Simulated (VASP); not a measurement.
A run of VASP 6.6.1:

INCAR

```
PREC = Accurate
ENCUT = 600
EDIFF = 1E-6
ISMEAR = 1
SIGMA = 0.1
LREAL = F
LASPH = T
NELM = 150
ALGO = Normal
ISIF = 3
LWAVE = F
LCHARG = F
ISPIN = 2
MAGMOM = 3.5 3.5 3.5 3.5 0 0 0 0
LORBIT = 11
LMAXMIX = 4
GGA = PE
IBRION = 2
NSW = 90
EDIFFG = -0.01
AMIX = 0.2
BMIX = 1E-4
AMIX_MAG = 0.8
BMIX_MAG = 1E-4
KPAR = 4
```

Contents of KPOINTS:

```
Automatic mesh
0
Gamma
  8 8 8
```

The input POSCAR:

```
MnSi
1.0
    4.5480000000      0.0000000000      0.0000000000
    0.0000000000      4.5480000000      0.0000000000
    0.0000000000      0.0000000000      4.5480000000
Mn Si
4 4
Direct
    0.1380000000      0.1380000000      0.1380000000
    0.3620000000      0.8620000000      0.6380000000
    0.6380000000      0.3620000000      0.8620000000
    0.8620000000      0.6380000000      0.3620000000
    0.8460000000      0.8460000000      0.8460000000
    0.6540000000      0.1540000000      0.3460000000
    0.3460000000      0.6540000000      0.1540000000
    0.1540000000      0.3460000000      0.6540000000
```

Potentials or basis: VASP PAW PBE potentials, release 64 (Mn_pv, Si).

The run is started by

```bash
$ cat potpaw_PBE.64/Mn_pv/POTCAR potpaw_PBE.64/Si/POTCAR > POTCAR
$ mpirun -np 4 vasp_std > vasp.out
```

Hardware: 4 MPI ranks on Intel(R) Xeon(R) Platinum 8375C CPU @ 2.90GHz (Ice Lake) (shared host).

Task: Estimate the wall time of this run.

Result: Wall time 13 min on 4 MPI ranks on Intel(R) Xeon(R) Platinum 8375C CPU @ 2.90GHz (Ice Lake), on a shared host, peak memory 0.48 GiB a rank. Counts: scf iterations 56, k points 45, ion steps 5.
